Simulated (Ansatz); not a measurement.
# Co (P-3m1) in Ansatz: a series of runs

The runs below take Co through band structure, with LDA, PBEsol.

All numbers are computed with Ansatz 0.2.0; they aren't measurements. Logs are shortened: lines on timing, memory, paths and dates and some standing lists are left out, and cuts for length are marked.

## Step 1: The structure

It takes space group P-3m1 (No. 164, trigonal). The conventional cell has a = 2.487 Å, b = 2.487 Å, c = 4.063 Å, α = 90.00°, β = 90.00°, γ = 120.00°. Co (site symmetry 3m) has 12 Co at 2.42 to 2.55 Å as nearest neighbours.

## Step 2: Band structure, LDA, collinear spin, ferromagnetic start

The input, input.yaml:

```yaml
crystal:
  lattice:
    - [2.4873648738, 0.0, 0.0]
    - [-1.2436824369, 2.1541211692, 0.0]
    - [0.0, 0.0, 4.0632895034]
  atoms:
    - { symbol: Co, position: [0.3333333333, 0.6666666667, 0.740139], spin: 2.0 }
    - { symbol: Co, position: [0.6666666667, 0.3333333333, 0.259861], spin: 2.0 }
kpoints:
  mp_grid: { grid: [12, 12, 7] }
  band_path:
    path:
      - [0.0, 0.0, 0.0]
      - [0.5, 0.0, 0.0]
      - [0.3333333333, 0.3333333333, 0.0]
      - [0.0, 0.0, 0.0]
      - [0.0, 0.0, 0.5]
      - [0.5, 0.0, 0.5]
      - [0.3333333333, 0.3333333333, 0.5]
      - [0.0, 0.0, 0.5]
    npoints: 12
scf:
  occupations: { method: fermi_dirac, width: 0.05 }
hamiltonian:
  xc: lda
  pseudopotentials: { kind: all_electron, lapw: { basis_error: 0.001 } }
magnetization:
  spin_polarized: true
output:
  forces: true
  stress: true
  eigenvalues: true
```

Potentials or basis: all-electron LAPW, scalar-relativistic.

Launch:

```console
ansatz run input.yaml --threads 2 --pin off --max-ram 6144MiB --backend cpu --events-out ev --progress --plain --runs-dir out
```

Log:

```text
Warning: RAYON_NUM_THREADS=2 ignored (pool sized by the plan → 2); use --threads N
LAPW: plane waves up to 9.283 Å⁻¹, error target 1.0e-3 eV per atom; small_component_spin mean_spin; Co in spheres of 1.211 Å, 17 of its electrons in bands, Dirac shells [] (how accurate: hamiltonian.pseudopotentials.lapw.basis_error, Limitations)
Engine: ansatz 0.2.0, aarch64-unknown-linux-gnu
Pseudopotentials: kind: all_electron
Pseudopotential: Co, LAPW, valence charge 17, lapw/all_electron/scalar/gaussian/Co, Koelling and Harmon's equation, gaussian nucleus
Functional definition: SPW92
  exchange = slater_x
  correlation = pw_c
Crystal: 2 atoms, lattice volume = 21.771 Å³
Basis set: ecut = 328.30829913939755 eV, 313 PW (Γ), exchange–correlation at level 2
Bands: 23, of which v1, the nominal top of the filled ones, is band 17 counted from 1 (16 counted from 0)
Symmetry: 12 space group operations
Space group: P-3m1 (ITA 164), of the structure as read, at distance tolerance 2.8e-5 Å
Magnetic group: BNS 164.85 (UNI 1315), of the structure as read, at distance tolerance 2.8e-5 Å
k-points: 112 of 1008
Non-local potential: Co, projectors of the file, none
Initial density: superposition of atomic densities (chi_scale 0.1, normalization cell)
Starting moments: Σ|m| = 4 μB on 2 of 2 sites
Initial wavefunctions: plane waves of lowest kinetic energy (no species holds an atomic orbital)
Functional: x = slater, c = lda
iter 1 solved again at ethr=1.98e-4 eV; its pass at ethr=1.00e-1 eV (dr2=6.74e-2 eV) is discarded
SCF iter   1: F=—  HF=-75708.379482 eV  |F-HF|=—  |Δ(HF+E_count)|=         —  Δρ=1.93e-2 (↑1.86e-2 ↓1.93e-2)  dr2=6.74e-2  dr2_m=6.40e-2  M=3.234 μB ∫|m|=3.332 μB  β_m=0.30  ethr=1.98e-4  ⟨swp⟩=2.9  Hψ=37511  notcnv=0
Mixer restart at iter 1: flushing history
preconditioner: auto → none  [metal: Δε(μ)=0.003 eV  Ē_g=9.568 eV  σ=0.050 eV  W_gap=0.02  n_scr=8 (ndim 8)  ℏωp=33.8 eV  f_vac=0.000  D(μ)=1.99/eV (n_scr^D=22)  sad-step TF]
SCF iter   2: F=—  HF=-75708.422177 eV  |F-HF|=—  |Δ(HF+E_count)|=   4.27e-2  Δρ=1.41e-2 (↑1.32e-2 ↓1.41e-2)  dr2=4.47e-2  dr2_m=3.29e-2  M=3.219 μB ∫|m|=3.343 μB  β_m=0.50  ethr=1.98e-4  ⟨swp⟩=2.0  Hψ=14359  notcnv=0
SCF iter   3: F=—  HF=-75708.463099 eV  |F-HF|=—  |Δ(HF+E_count)|=   4.09e-2  Δρ=5.20e-3 (↑5.20e-3 ↓5.00e-3)  dr2=6.42e-3  dr2_m=3.99e-3  M=3.171 μB ∫|m|=3.352 μB  β_m=0.44  ethr=1.32e-4  ⟨swp⟩=2.9  Hψ=15989  notcnv=0
iter 4 solved again at ethr=1.16e-6 eV; its pass at ethr=1.89e-5 eV (dr2=3.93e-4 eV) is discarded
SCF iter   4: F=—  HF=-75708.464727 eV  |F-HF|=—  |Δ(HF+E_count)|=   1.63e-3  Δρ=1.56e-3 (↑1.29e-3 ↓1.56e-3)  dr2=3.95e-4  dr2_m=3.28e-4  M=3.169 μB ∫|m|=3.371 μB  β_m=0.51  ethr=1.16e-6  ⟨swp⟩=2.0  Hψ=25010  notcnv=0
SCF iter   5: F=—  HF=-75708.466044 eV  |F-HF|=—  |Δ(HF+E_count)|=   1.32e-3  Δρ=5.71e-4 (↑4.50e-4 ↓5.71e-4)  dr2=9.21e-5  dr2_m=4.11e-5  M=3.168 μB ∫|m|=3.380 μB  β_m=0.73  ethr=1.16e-6  ⟨swp⟩=2.8  Hψ=14700  notcnv=0
SCF iter   6: F=—  HF=-75708.466304 eV  |F-HF|=—  |Δ(HF+E_count)|=   2.60e-4  Δρ=1.17e-4 (↑1.07e-4 ↓1.17e-4)  dr2=9.52e-6  dr2_m=1.84e-6  M=3.170 μB ∫|m|=3.390 μB  β_m=0.87  ethr=2.71e-7  ⟨swp⟩=3.0  Hψ=15231  notcnv=0
SCF iter   7: F=—  HF=-75708.466312 eV  |F-HF|=—  |Δ(HF+E_count)|=   8.40e-6  Δρ=1.04e-5 (↑9.64e-6 ↓1.04e-5)  dr2=1.94e-7  dr2_m=5.01e-9  M=3.170 μB ∫|m|=3.391 μB  β_m=0.86  ethr=2.80e-8  ⟨swp⟩=2.4  Hψ=14337  notcnv=0
SCF iter   8: F=-75708.466312 eV  HF=-75708.466312 eV  |F-HF|=1.86e-8  |Δ(HF+E_count)|=   7.69e-8  Δρ=1.58e-6 (↑1.21e-6 ↓1.58e-6)  dr2=7.70e-10  dr2_m=3.70e-11  M=3.170 μB ∫|m|=3.391 μB  ethr=5.70e-10  ⟨swp⟩=2.6  Hψ=14584  notcnv=0
SCF 1 converged in 8 iterations: F = -75708.466312 eV  dr2 = 7.70e-10
NSCF: frozen V_eff on 85 k-points
SCF converged after 8 iterations
Magnetization: 3.1704 μB (18.5852 up, 15.4148 down)
Absolute magnetization: 3.3914 μB (∫|ρ↑−ρ↓|)
Spin contamination: 0.0379 ħ² per cell (⟨S²⟩ above its minimum at these occupations)
Per-site moments (μB) at R_I (Å): [(1.6290622837583637, 1.211477762359958), (1.6290622837583637, 1.211477762359958)]
Free energy (F): -75708.466312 eV
Harris-Foulkes:  -75708.466312 eV  (|F-HF|=1.86e-8)
Internal energy: -75708.449877 eV  (E = F + TS)
E sigma→0 (E₀):  -75708.458095 eV
Entropy (-TS):   -0.016435 eV (-8.218 meV/atom)
Fermi energy:    18.559117 eV
--- Per-component energies (eV) ---
  E_band       = -483.211375
  E_kinetic    = 76794.146723
  E_xc         = -3119.923952
  E_electrostatic = -149382.672648  (all electrons and nuclei)
  E_smearing   = -0.016435  (= −TS)
  E_closure    = 0.000000  (closes the sum)
  E_atoms      = -75689.688605  (free atoms, spherical and without spin; not in F)
  Σ components = -75708.466312   (vs F -75708.466312, Δ=0.00e0)
  Basis errors (estimates in eV, not in F): energy 2.4e-4 per atom: plane waves 2.2e-4 (1.2e-4 summed), levels above the bands 2.3e-85, relativity 3.7e-9, radial functions 2.2e-5, core shells 1.9e-9; eigenvalues (radial functions only) 7.5e-7; not estimated: angular momenta, meshes, grids; target (lapw.basis_error) 1.0e-3; muffin-tin radii Co 1.211 Å
--- Forces (eV/Å), atoms counted from 1 ---
  atom   1  Co     0.00000000    -0.00000000     0.40602884
  atom   2  Co    -0.00000000     0.00000000    -0.40602884
  max |Σ_I F_I| component: 1.11e-16 eV/Å
--- Stress (GPa, compression-positive) ---
      -16.923063       0.000000      -0.000000
        0.000000     -16.923063       0.000000
       -0.000000      -0.000000     -19.725303
  P = ⅓ Tr σ = -17.8571 GPa (-178.571 kbar)
--- Band table (eV; the first three rows and the last of 224) ---
  k-point 0 ↑: bands = ["-76.6044", "-76.5450", "-40.4175", "-40.1238", "-40.1238", "-40.0821", "-40.0749", "-40.0749", "9.5365", "13.3848", "15.9668", "16.0327", "16.0327", "16.3268", "16.3268", "16.7688", "16.7688", "17.8542", "17.8542", "18.2971", "24.6702", "40.4226", "42.9724"]
  k-point 1 ↑: bands = ["-76.6018", "-76.5476", "-40.4021", "-40.1217", "-40.1217", "-40.0980", "-40.0771", "-40.0771", "9.7383", "13.3289", "15.9097", "15.9875", "15.9875", "16.2806", "16.2806", "16.8785", "16.8785", "17.5700", "17.8419", "17.8419", "25.8149", "40.3190", "41.8271"]
  k-point 2 ↑: bands = ["-76.5948", "-76.5547", "-40.3597", "-40.1413", "-40.1160", "-40.1160", "-40.0828", "-40.0828", "10.3246", "13.0347", "15.7432", "15.9318", "15.9318", "16.1617", "16.1617", "16.4198", "17.1227", "17.1227", "17.7855", "17.7855", "28.3457", "38.3172", "40.6739"]
  k-point 111 ↓: bands = ["-74.6030", "-74.6030", "-38.4908", "-38.4908", "-38.4406", "-38.3990", "-38.2726", "-38.2726", "15.7814", "15.9777", "15.9777", "16.1616", "16.8615", "16.8615", "18.1301", "18.5690", "19.6000", "19.6000", "24.9563", "24.9563", "26.0633", "27.3274", "28.8000"]
```

Run time: 33 s. Hardware: 2 threads of Arm Neoverse V1, shared host; peak memory 0.6 GiB.

Results:

| Property | Result |
| --- | --- |
| Free energy | -75708.4663 eV |
| Pressure | -17.9 GPa |
| Largest force | 0.406 eV/Å |
| Band gap along the path | none (metal or under the smearing width) |
| Net moment | 3.17 μB per cell |
| Absolute moment | 3.39 μB per cell |
| Site moments | Co +1.63 μB |

Forces on the atoms (eV/Å):
```
Co   0.000  0.000  0.406
Co   0.000  0.000 -0.406
```

Stress tensor (GPa, compression positive):
```
-16.92   0.00   0.00
  0.00 -16.92   0.00
  0.00   0.00 -19.73
```

Levels at the corners of the path, in eV from the Fermi level:
Spin up:
```tsv
point	band 15	band 16	band 17	band 18	band 19	band 20	band 21	band 22	band 23
Γ	-2.23	-1.79	-1.79	-0.70	-0.70	-0.26	6.11	21.86	24.41
M	-2.13	-0.56	-0.52	-0.39	1.34	3.32	9.34	10.28	12.52
K	-1.87	-0.84	-0.84	-0.74	4.53	5.29	5.29	12.17	12.87
Γ	-2.23	-1.79	-1.79	-0.70	-0.70	-0.26	6.11	21.86	24.41
A	-2.56	-2.56	-1.13	-1.13	-0.93	-0.93	14.01	15.19	22.44
L	-1.04	-0.94	-0.50	-0.44	1.40	1.67	7.07	7.36	18.01
H	-1.96	-1.68	-0.67	-0.67	5.69	5.69	7.17	7.45	9.43
A	-2.56	-2.56	-1.13	-1.13	-0.93	-0.93	14.01	15.19	22.44
```
Spin down:
```
point  band 12  band 13  band 14  band 15  band 16  band 17  band 18  band 19  band 20  band 21
    Γ    -1.01    -1.01    -0.68    -0.68    -0.14    -0.14    -0.09     1.03     1.03     7.13
    M    -1.75    -1.14    -1.08    -0.67     1.18     1.26     1.35     2.56     4.32     9.85
    K    -2.59    -1.40    -1.40    -0.38     0.86     0.86     1.01     5.38     6.10     6.10
    Γ    -1.01    -1.01    -0.68    -0.68    -0.14    -0.14    -0.09     1.03     1.03     7.13
    A    -1.36    -1.07    -1.07    -1.06    -1.06     0.60     0.60     0.77     0.77    14.53
    L    -2.25    -0.28     0.11     0.22     0.34     1.25     1.30     2.06     2.41     7.99
    H    -2.38    -1.72    -1.72    -0.42    -0.05     1.05     1.05     6.42     6.42     8.00
    A    -1.36    -1.07    -1.07    -1.06    -1.06     0.60     0.60     0.77     0.77    14.53
```

## Step 3: Band structure, PBEsol, collinear spin, ferromagnetic start

input.yaml: that of step 2 with these lines changed.

```diff
@@ -24,3 +24,3 @@
 hamiltonian:
-  xc: lda
+  xc: pbesol
   pseudopotentials: { kind: all_electron, lapw: { basis_error: 0.001 } }
```

Potentials or basis: all-electron LAPW, scalar-relativistic.

Launch:

```console
ansatz run input.yaml --threads 2 --pin off --max-ram 6144MiB --backend cpu --events-out ev --progress --plain --runs-dir out
```

Run time: 35 s. Hardware: 2 threads of Arm Neoverse V1, shared host; peak memory 0.61 GiB.

The run converged. Its results:

- Free energy: -75768.8129 eV
- Pressure: -9.4 GPa
- Largest force: 0.439 eV/Å
- Band gap along the path: none (metal or under the smearing width)
- Net moment: 3.26 μB per cell
- Absolute moment: 3.56 μB per cell
- Site moments: Co +1.69 μB

Forces in eV/Å, atoms in the order of the input:
```
Co   0.000  0.000  0.439
Co   0.000  0.000 -0.439
```

Stress tensor (GPa, compression positive):
```
 -8.44   0.00   0.00
  0.00  -8.44   0.00
  0.00   0.00 -11.32
```

Levels at the corners of the path, in eV from the Fermi level:
Spin up:
| point | band 17 | band 18 | band 19 | band 20 | band 21 | band 22 |
| --- | --- | --- | --- | --- | --- | --- |
| Γ | -1.91 | -0.83 | -0.83 | -0.33 | 6.04 | 21.77 |
| M | -0.66 | -0.50 | 1.24 | 3.24 | 9.29 | 10.25 |
| K | -0.95 | -0.86 | 4.43 | 5.23 | 5.23 | 12.13 |
| Γ | -1.91 | -0.83 | -0.83 | -0.33 | 6.04 | 21.77 |
| A | -1.26 | -1.26 | -1.05 | -1.05 | 13.96 | 15.12 |
| L | -0.62 | -0.56 | 1.33 | 1.60 | 6.99 | 7.30 |
| H | -0.78 | -0.78 | 5.62 | 5.62 | 7.07 | 7.35 |
| A | -1.26 | -1.26 | -1.05 | -1.05 | 13.96 | 15.12 |
Spin down:
```
point  band 12  band 13  band 14  band 15  band 16  band 17  band 18  band 19  band 20  band 21
    Γ    -0.97    -0.97    -0.65    -0.65    -0.28    -0.09    -0.09     1.07     1.07     7.11
    M    -1.86    -1.10    -1.07    -0.65     1.22     1.31     1.39     2.54     4.27     9.74
    K    -2.65    -1.39    -1.39    -0.36     0.90     0.90     1.05     5.28     6.04     6.04
    Γ    -0.97    -0.97    -0.65    -0.65    -0.28    -0.09    -0.09     1.07     1.07     7.11
    A    -1.36    -1.04    -1.04    -1.03    -1.03     0.65     0.65     0.80     0.80    14.41
    L    -2.25    -0.25     0.16     0.16     0.28     1.30     1.34     1.98     2.34     7.95
    H    -2.43    -1.75    -1.75    -0.40     0.00     1.09     1.09     6.32     6.32     7.89
    A    -1.36    -1.04    -1.04    -1.03    -1.03     0.65     0.65     0.80     0.80    14.41
```
